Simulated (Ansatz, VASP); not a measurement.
# Cross-check of CdTe between VASP and Ansatz, part 2 of 2

Aim: how closely do two programs agree when they are given the same cell, functional and k mesh? The cell is taken from a series of VASP runs on this material, whose earlier steps may have relaxed, scaled or displaced it; both programs get it as it stands.

VASP 6.6.1 and Ansatz 0.2.0.

So far: Set-up; VASP: band structure, PBE0.

## 3. Ansatz: band structure, PBE0

Level of this step: Ansatz beside VASP: Kohn-Sham DFT, plane waves, PBE0 (Ansatz).

Ansatz runs on its default PAW (the set named soft_2) files.

The same cell, functional, mesh and smearing now go to Ansatz, which takes its cutoff from its data sets.

File input.yaml:

```yaml
crystal:
  lattice:
    - [0.0, 3.24, 3.24]
    - [3.24, 0.0, 3.24]
    - [3.24, 3.24, 0.0]
  atoms:
    - { symbol: Te, position: [0.75, 0.75, 0.75] }
    - { symbol: Cd, position: [0.0, 0.0, 0.0] }
hamiltonian:
  xc: pbe0
  pseudopotentials: { kind: paw }
kpoints:
  mp_grid: { grid: [4, 4, 4] }
  band_path:
    path:
      - [0.0, 0.0, 0.0]
      - [0.5, 0.0, 0.5]
      - [0.5, 0.22222, 0.72222]
      - [0.40278, 0.34722, 0.75]
      - [0.125, 0.125, 0.25]
      - [0.27778, 0.27778, 0.27778]
      - [0.55556, 0.38889, 0.55556]
      - [0.58333, 0.25, 0.66667]
      - [0.5, 0.30556, 0.69444]
      - [0.48611, 0.48611, 0.52778]
      - [0.625, 0.25, 0.625]
      - [0.5, 0.0, 0.5]
    npoints: 1
scf:
  occupations: { method: gaussian, width: 0.03 }
  n_extra_bands: 7
output:
  forces: true
  stress: true
  eigenvalues: true
```

Run with:

```bash
$ ansatz run input.yaml --threads 4 --pin off --max-ram 9216MiB --backend cpu --events-out ev --progress --plain --runs-dir out
```

Numbers of over 12 decimals in the logs are rounded to 6 here.

What it wrote:

```text
Warning: output.stress: scf.convergence.dr2_threshold = 1e-7 eV (the SCF's general default) is looser than the 2e-10 eV advised for a printed stress (1e-10 eV for each atom of the cell: 2). What an SCF threshold leaves in a stress goes as its square root, and in the free energy as the threshold itself, and one threshold admits the most on a small cell: [figures from the program's tests cut] Set scf.convergence.dr2_threshold to 2e-10 eV or tighter. The threshold is an SCF's pass mark: one that does not reach it within its budget of iterations ends unconverged, or closes short of it on a stop that the run arms, and scf.convergence.dr2_threshold's page says what that costs each kind of run
Warning: output.stress: scf.exx.energy_threshold = 1e-6 eV is looser than the 2e-8 eV advised for a stress under a hybrid functional (1e-8 eV for each atom of the cell: 2). Every SCF of the exchange loop can meet its threshold on dr2 while the loop round them stops early: no threshold on dr2 bounds what that leaves in the stress. Set scf.exx.energy_threshold to 2e-8 eV or tighter. The threshold is the loop's pass mark: a loop that does not reach it within its budget of cycles ends unconverged, and scf.exx.energy_threshold's page has the law
scf.n_extra_bands = 7 over 18 filled bands (N_el = 36.0): the run solves 25 bands
Engine: ansatz 0.2.0, aarch64-unknown-linux-gnu
Pseudopotentials: kind: paw
Pseudopotential: Te, paw, valence charge 16, recommended cutoff 420 eV (normal), Te.paw.azcp
Pseudopotential: Cd, paw, valence charge 20, recommended cutoff 420 eV (normal), Cd.paw.azcp
Functional definition: PBE0
  parameter a = 0.25
  parameter kappa = 0.804
  parameter beta = 0.066725
  exchange = (1 - a)*pbe_x(kappa = kappa, mu = beta*pi^2/3) + a*exact_x
  correlation = pbe_c(beta = beta)
Crystal: 2 atoms, lattice volume = 68.024 Å³
Basis set: ecut = 420 eV, 1363 PW (Γ), exchange–correlation on 64×64×64 points (8 copies of the dense FFT grid, shifted against one another)
Bands: 25, of which v1, the nominal top of the filled ones, is band 18 counted from 1 (17 counted from 0)
Symmetry: 24 space group operations
Space group: F-43m (ITA 216), of the structure as read, at distance tolerance 4.1e-5 Å
k-points: 8 of 64 (time reversal used)
Non-local potential: Te, projectors of the file, l = 0: 2, l = 1: 2, l = 2: 2, l = 3: 2
Non-local potential: Cd, projectors of the file, l = 0: 3, l = 1: 2, l = 2: 2, l = 3: 1
PAW form: soft (Blöchl's): semilocal exchange-correlation on the pseudo side does not see the compensation charge
PAW frozen core: Te, regenerated for the run's functional, and the local potential with it (the file was generated under x = pbe(κ = 0.804, μ = 0.219515), c = pbe(β = 0.066725))
PAW frozen core: Cd, regenerated for the run's functional, and the local potential with it (the file was generated under x = pbe(κ = 0.804, μ = 0.219515), c = pbe(β = 0.066725))
PAW one-centre angular grid: Te, 590 points (default); XC on 64 Gauss nodes
PAW one-centre angular grid: Cd, 590 points (default); XC on 64 Gauss nodes
Initial density: superposition of atomic densities (neutral atoms: chi_scale 0, normalization atom), corrected by the library's trained network
Initial wavefunctions: pseudopotential atomic-orbital guess
Functional: x = pbe(κ = 0.804, μ = 0.219515), c = pbe(β = 0.066725), warm-up for x = 0.75 pbe(κ = 0.804, μ = 0.219515) + 0.25 exact, c = pbe(β = 0.066725)
SCF iter   1: F=—  HF=-15235.242690 eV  |F-HF|=—  |Δ(HF+E_count)|=         —  Δρ=8.79e-4  dr2=7.24e-4  ethr=1.77e-3  ⟨swp⟩=12.1  Hψ=980  notcnv=0
preconditioner: auto → none  [insulator: Δε(μ)=0.753 eV  Ē_g=13.432 eV  σ=0.030 eV  W_gap=1.00  n_scr=14 (ndim 8)  ℏωp=19.1 eV  f_vac=0.191  D(μ)=0.00/eV (n_scr^D=0)]
iter 2 solved again at ethr=3.59e-8 eV; its pass at ethr=2.01e-6 eV (dr2=1.29e-5 eV) is discarded
SCF iter   2: F=-15235.242877 eV  HF=-15235.242812 eV  |F-HF|=6.58e-5  |Δ(HF+E_count)|=   1.22e-4  Δρ=1.70e-4  dr2=1.30e-5  ethr=3.59e-8  ⟨swp⟩=3.2  Hψ=964  notcnv=0  defer=2
SCF 1 stopped early in 2 iterations: F = -15235.242877 eV  dr2 = 1.30e-5
  greatest PAW one-centre occupation: 1.000 electrons in one spin orbital (limit 2), on the Cd atom at site 1 (counted from 0), in its partial waves of l = 0
Initial density: handed on by an earlier stage of this run
Initial wavefunctions: those handed on with the density
Functional: x = 0.75 pbe(κ = 0.804, μ = 0.219515) + 0.25 exact, c = pbe(β = 0.066725)
Frozen-core exchange: fock
SCF iter   1: F=—  HF=-15242.070349 eV  |F-HF|=—  |Δ(HF+E_count)|=         —  Δρ=5.24e-3  dr2=1.30e-2  ethr=3.62e-7  ⟨swp⟩=8.0  Hψ=982  notcnv=0
preconditioner: auto → none  [insulator: Δε(μ)=2.209 eV  Ē_g=16.090 eV  σ=0.030 eV  W_gap=1.00  n_scr=14 (ndim 8)  ℏωp=19.1 eV  f_vac=0.191  D(μ)=0.00/eV (n_scr^D=0)]
SCF iter   2: F=—  HF=-15242.067292 eV  |F-HF|=—  |Δ(HF+E_count)|=   3.06e-3  Δρ=2.01e-3  dr2=2.44e-3  ethr=3.62e-7  ⟨swp⟩=4.0  Hψ=615  notcnv=0
SCF iter   3: F=—  HF=-15242.077067 eV  |F-HF|=—  |Δ(HF+E_count)|=   9.78e-3  Δρ=1.46e-3  dr2=9.41e-4  ethr=3.62e-7  ⟨swp⟩=4.0  Hψ=610  notcnv=0
SCF iter   4: F=—  HF=-15242.076912 eV  |F-HF|=—  |Δ(HF+E_count)|=   1.55e-4  Δρ=3.68e-4  dr2=9.27e-5  ethr=3.62e-7  ⟨swp⟩=3.0  Hψ=440  notcnv=0
SCF iter   5: F=—  HF=-15242.077168 eV  |F-HF|=—  |Δ(HF+E_count)|=   2.56e-4  Δρ=1.75e-4  dr2=2.02e-5  ethr=1.39e-7  ⟨swp⟩=3.6  Hψ=424  notcnv=0
SCF iter   6: F=-15242.077163 eV  HF=-15242.077163 eV  |F-HF|=1.69e-7  |Δ(HF+E_count)|=   4.93e-6  Δρ=2.54e-5  dr2=3.65e-6  ethr=4.64e-8  ⟨swp⟩=3.0  Hψ=419  notcnv=0
SCF 2 stopped early in 6 iterations: F = -15242.077163 eV  dr2 = 3.65e-6
  greatest PAW one-centre occupation: 1.000 electrons in one spin orbital (limit 2), on the Cd atom at site 1 (counted from 0), in its partial waves of l = 1
hybrid outer 1: dexx = +1.214e-2 eV, tail = 7.82e-5 eV
Frozen-core exchange: fock
SCF iter   1: F=—  HF=-15242.077376 eV  |F-HF|=—  |Δ(HF+E_count)|=         —  Δρ=5.49e-5  dr2=1.65e-6  ethr=1.09e-6  ⟨swp⟩=4.9  Hψ=468  notcnv=0
preconditioner: auto → none  [insulator: Δε(μ)=2.295 eV  Ē_g=16.038 eV  σ=0.030 eV  W_gap=1.00  n_scr=14 (ndim 8)  ℏωp=19.1 eV  f_vac=0.192  D(μ)=0.00/eV (n_scr^D=0)]
SCF iter   2: F=—  HF=-15242.077376 eV  |F-HF|=—  |Δ(HF+E_count)|=   2.10e-7  Δρ=1.84e-5  dr2=2.52e-7  ethr=4.23e-9  ⟨swp⟩=3.6  Hψ=505  notcnv=0
SCF iter   3: F=—  HF=-15242.077377 eV  |F-HF|=—  |Δ(HF+E_count)|=   3.27e-7  Δρ=7.65e-6  dr2=5.10e-8  ethr=4.75e-10  ⟨swp⟩=4.0  Hψ=428  notcnv=0  defer=4
SCF iter   4: F=-15242.077377 eV  HF=-15242.077377 eV  |F-HF|=2.95e-10  |Δ(HF+E_count)|=   1.08e-8  Δρ=2.37e-6  dr2=3.32e-9  ethr=1.01e-10  ⟨swp⟩=3.2  Hψ=466  notcnv=0  defer=1
SCF 3 converged in 4 iterations: F = -15242.077377 eV  dr2 = 3.32e-9
  Residual-converged pass: ⟨swp⟩=3.0  Hψ=413  notcnv=0  max |occ|·‖R‖ = 2.3e-6 eV (tolerance 2.4e-6 eV)  dr2=3.30e-9  dr2_onsite=2.61e-10  max |Δocc| = 0.0e0
hybrid outer 2: dexx = +6.699e-7 eV, tail = 4.03e-8 eV, Δε = 3.10e-3 eV (about 1.18e-4 eV left of the loop's levels)
NSCF: frozen V_eff on 12 k-points
hybrid SCF converged: 2 outer / 10 inner (+2 warm-up), last move |dexx| = 6.70e-7 eV, tail = 4.03e-8 eV
Stability not checked: this state was not tested for a lower state beside it, because the functional holds exact exchange (a hybrid, or Hartree-Fock), whose exchange loop this test does not read (fock_operator; see scf.lower_state_search)
Free energy (F): -15242.077377 eV
Frozen-core exchange: fock
Harris-Foulkes:  -15242.077377 eV  (|F-HF|=2.95e-10)
Internal energy: -15242.077377 eV  (E = F + TS)
E sigma→0 (E₀):  -15242.077377 eV
Fermi energy:    7.798257 eV
--- Per-component energies (eV) ---
  E_band       = -893.889557
  E_kinetic    = 686.620617
  E_local      = -5421.345768  (includes V_loc(G=0)·N_el)
  E_nonlocal   = -276.970560
  E_hartree    = 2737.683377
  E_xc         = -231.952124
  E_vxc        = -251.190089  (∫ρ·V_xc dr)
  E_exx        = -148.486878  (= α·E_x^exact, valence–valence)
  E_paw        = -8674.822724  (= ΣΔE_a)
  E_vpaw       = -809.399642  (= ΣTr[D̂ρ^β])
  E_aug_tail   = -0.000152  (compensation charges beyond the density's cutoff)
  E_ewald      = -3912.024287
  E_core_change = -0.778877  (= ΣΔE_core)
  E_smearing   = -0.000000  (= −TS)
  E_closure    = -0.000000  (closes the sum)
  Σ components = -15242.077377   (vs F -15242.077377, Δ=1.82e-12)
--- Forces (eV/Å), atoms counted from 1 ---
  atom   1  Te     0.00000000    -0.00000000    -0.00000000
  atom   2  Cd    -0.00000000     0.00000000     0.00000000
  max |Σ_I F_I| component: 1.19e-16 eV/Å
--- Stress (GPa, compression-positive) ---
        1.750088       0.000000      -0.000000
       -0.000000       1.750088       0.000000
       -0.000000       0.000000       1.750088
  P = ⅓ Tr σ = 1.7501 GPa (17.501 kbar)
--- Band table (eV; the first three rows and the last of 8) ---
  k-point 0: bands = [... 14 lower, -2.8053, 6.6508, 6.6508, 6.6508, 8.9453, 12.8030, 12.8030, 12.8030, ... 3 higher]
  k-point 1: bands = [... 14 lower, -2.8064, 3.7518, 6.1890, 6.1890, 10.1630, 13.3915, 13.3915, 13.5985, ... 3 higher]
  k-point 2: bands = [... 14 lower, -2.3441, 1.8258, 5.8044, 5.8044, 9.9705, 13.3960, 13.3960, 15.2700, ... 3 higher]
  k-point 7: bands = [... 14 lower, -2.0701, 2.1322, 4.0961, 4.2751, 12.6229, 12.7546, 13.8628, 14.4723, ... 3 higher]
```

Wall time 20 s (4 threads of Arm Neoverse V2, shared host); peak memory 0.89 GiB.

## 4. Side by side

Known differences besides the potentials themselves: exact exchange at q = 0 is treated differently, which shows on coarse meshes; VASP keeps PBE cores, Ansatz makes them for the functional; the data sets hold 36 valence electrons in Ansatz (default PAW (the set named soft_2) files) and 18 in VASP; the cutoff is 420 eV in Ansatz and 350 eV in VASP; VASP takes a coarser grid for exact exchange (PRECFOCK = Fast). Total energies have different zeros and are not compared.

The two programs side by side:

```
                     quantity  Ansatz   VASP  difference
gap over the path points (eV)   2.295  2.215      +0.079
```

Levels at points of the path, from each program's valence-band top (eV; 4 filled, then empty):

```
k (reciprocal lattice)                                   Ansatz                                     VASP
     0.000 0.000 0.000      -9.46 0.00 0.00 0.00 2.29 6.15 6.15      -9.39 0.00 0.00 0.00 2.21 6.16 6.16
     0.500 0.000 0.500  -8.80 -4.68 -2.04 -2.04 3.94 4.14 10.65  -8.76 -4.69 -2.04 -2.04 3.93 4.15 10.71
     0.500 0.222 0.722   -8.72 -4.52 -2.54 -2.37 5.87 5.92 7.42   -8.68 -4.53 -2.54 -2.36 5.88 5.93 7.38
     0.403 0.347 0.750   -8.76 -4.54 -2.79 -1.76 4.47 6.11 8.74   -8.71 -4.55 -2.79 -1.76 4.47 6.12 8.74
     0.125 0.125 0.250   -9.45 -2.11 -0.81 -0.19 3.80 5.98 6.51   -9.39 -2.13 -0.81 -0.20 3.75 5.98 6.51
     0.278 0.278 0.278   -9.42 -3.25 -0.53 -0.53 3.50 6.78 6.78   -9.36 -3.26 -0.54 -0.54 3.47 6.78 6.78
     0.556 0.389 0.556   -8.92 -4.67 -1.87 -1.12 4.31 6.27 7.45   -8.88 -4.68 -1.88 -1.13 4.29 6.28 7.44
     0.583 0.250 0.667   -8.75 -4.54 -2.77 -1.84 4.63 6.11 8.45   -8.71 -4.55 -2.77 -1.84 4.63 6.12 8.44
     0.500 0.306 0.694   -8.76 -4.50 -2.69 -1.98 5.58 6.18 7.20   -8.72 -4.51 -2.69 -1.98 5.58 6.19 7.19
     0.486 0.486 0.528   -8.99 -4.82 -0.94 -0.87 3.42 6.67 6.79   -8.94 -4.82 -0.94 -0.87 3.38 6.68 6.79
```

Among the levels compared at these points, filled levels agree within 62 meV and empty ones within 79 meV.

## 5. Results

| Quantity | Value |
| --- | --- |
| difference in gap over the path points (band structure, PBE0) | 0.079 eV |

**Reading.** The difference in gap over the path points is 0.079 eV (band structure, PBE0), at about the 0.08 eV picked in this series as the mark of a large difference. Such differences can come from data sets, numerical settings and the points named under the comparisons, not from the functional's error against experiment.

[Lines on the potential files, build, host, timing and source positions are cut from VASP's logs without a mark.]

[Logs are printed without paths, hosts, clocks, repeated set-up lines and the standing remarks that a program may print on its own settings, such as how far it seeks lower states.]

[Hosts, paths, dates, database ids (printed as entryN), source tags and the programs' standing remarks are cut or masked in the printed files.]
